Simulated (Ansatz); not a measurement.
The system is Ga2O3.

```
Ga O
1.0
     6.10700   -1.51855    0.00000
     6.10700    1.51855    0.00000
    -1.38599    0.00000    5.63001
Ga O
4 6
Direct
  0.34134 0.34134 0.68598
  0.65866 0.65866 0.31402
  0.90950 0.90950 0.20540
  0.09050 0.09050 0.79460
  0.50410 0.50410 0.74340
  0.49590 0.49590 0.25660
  0.82670 0.82670 0.43680
  0.17330 0.17330 0.56320
  0.83550 0.83550 0.89020
  0.16450 0.16450 0.10980
```

```yaml
Program: Ansatz 0.2.0
Task: relaxation of cell and atoms
Functional: PBE
Potentials_or_basis: Ansatz PAW
Cutoff: "420 eV (not typed: the program's choice for these potentials)"
k_mesh: 9 × 9 × 5
Occupations: fermi-dirac, width 0.05 eV
Spin: no spin polarisation
```

At the start: volume 10.44 Å³/atom.

**Question.** Where does the relaxation end?

**Answer.** It ends after 9 steps and the volume is 10.96 Å³/atom (+5.0 %); space group C2/m (No. 12, to 0.05 Å).

Step by step:
```csv
step,energy change (eV),largest force (eV/Å),volume (Å³)
1,0.0000,0.2189,104.42
2,-0.1015,0.1307,107.40
3,-0.1165,0.0267,109.26
4,-0.1163,0.0124,109.38
5,-0.1165,0.0170,109.35
6,-0.1165,0.0022,109.35
7,-0.1460,0.0039,109.35
8,-0.1452,0.0022,109.63
9,-0.1464,0.0023,109.63
```

Final structure:
```
CELL_PARAMETERS angstrom
6.22606 -1.54179 0.01117
6.22606 1.54179 0.01117
-1.40271 0.00000 5.70755
ATOMIC_POSITIONS crystal
Ga 0.34149 0.34149 0.68589
Ga 0.65851 0.65851 0.31411
Ga 0.91006 0.91006 0.20528
Ga 0.08994 0.08994 0.79472
O 0.50399 0.50399 0.74336
O 0.49601 0.49601 0.25664
O 0.82631 0.82631 0.43570
O 0.17369 0.17369 0.56430
O 0.83646 0.83646 0.89083
O 0.16354 0.16354 0.10917
```

Caveat: the plane-wave basis is chosen anew once the cell has moved, so the energies of steps on either side of that aren't comparable; the pressure holds a Pulay correction of +0.7 GPa for the finite cutoff.
